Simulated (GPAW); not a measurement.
Wanted: an ASE script for a GPAW 26.7.0 run.

```
Task                : band structure
Functional          : PBEsol
Potentials or basis : PAW data sets generated in the run's folder for this functional
Cutoff              : 600 eV
Basis               : pw
k mesh              : 9 × 9 × 5
Occupations         : fermi-dirac, width 0.05 eV
Spin                : no spin polarisation
Maxiter             : 150
Band path           : GMKGALHA,LM,KH
Band points         : 60
```

Pd:

```
CELL_PARAMETERS angstrom
2.78367 0.00000 0.00000
-1.39183 2.41072 0.00000
0.00000 0.00000 4.62889
ATOMIC_POSITIONS crystal
Pd 0.33333 0.66667 0.25000
Pd 0.66667 0.33333 0.75000
```

This isn't the form of Pd at room conditions, which is fcc.

The input as run:

run.py

```python
from ase import Atoms
from ase.dft.bandgap import bandgap
from ase.io import write
from ase.units import GPa
from gpaw import GPAW, PW, setup_paths

setup_paths.insert(0, '.')

atoms = Atoms(['Pd', 'Pd'],
              cell=[[2.7836650458, 0.0, 0.0],
                    [-1.3918325229, 2.4107246453, 0.0],
                    [0.0, 0.0, 4.628893]],
              scaled_positions=[[0.3333333333, 0.6666666667, 0.25],
                                [0.6666666667, 0.3333333333, 0.75]],
              pbc=True)

calc = GPAW(mode=PW(600),
            xc='PBEsol',
            kpts={'size': (9, 9, 5), 'gamma': True},
            occupations={'name': 'fermi-dirac', 'width': 0.05},
            nbands=29,
            convergence={'density': 1e-05, 'energy': 1e-05},
            maxiter=150,
            txt='gpaw.txt')
atoms.calc = calc
energy = atoms.get_potential_energy()
forces = atoms.get_forces()
stress = atoms.get_stress()
calc.write('gs.gpw')
write('result.traj', atoms)
print(f'Energy: {energy:.6f} eV')
print('Forces (eV/A):')
print(forces.round(4))
print('Stress (GPa):', (stress / GPa).round(3))
print('Fermi level:', round(calc.get_fermi_level(), 4), 'eV')
print(f'Gap: {bandgap(calc)[0]:.4f} eV, direct: {bandgap(calc, direct=True)[0]:.4f} eV')

path = atoms.cell.bandpath('GMKGALHA,LM,KH', npoints=60, eps=1e-4)
bs_calc = calc.fixed_density(kpts=path, symmetry='off', nbands=41,
                             convergence={'bands': 'CBM+6.0', 'eigenstates': 1e-6}, txt='bands.txt')
bs = bs_calc.band_structure()
bs.write('bs.json')
print(f'Gap on the path: {bandgap(bs_calc)[0]:.4f} eV')
```

Potentials or basis: PAW data sets generated in the run's folder for this functional, pw.

Command:

```bash
$ gpaw-setup -f PBEsol Pd
$ OMP_NUM_THREADS=1 python run.py
```

Results of the run:

```yaml
Pressure: -10.0 GPa
Band_gap_along_the_path: none (metal or under the smearing width)
```

Wall time 37 s on 1 thread of Arm Neoverse V2, on a shared host, peak memory 0.23 GiB.
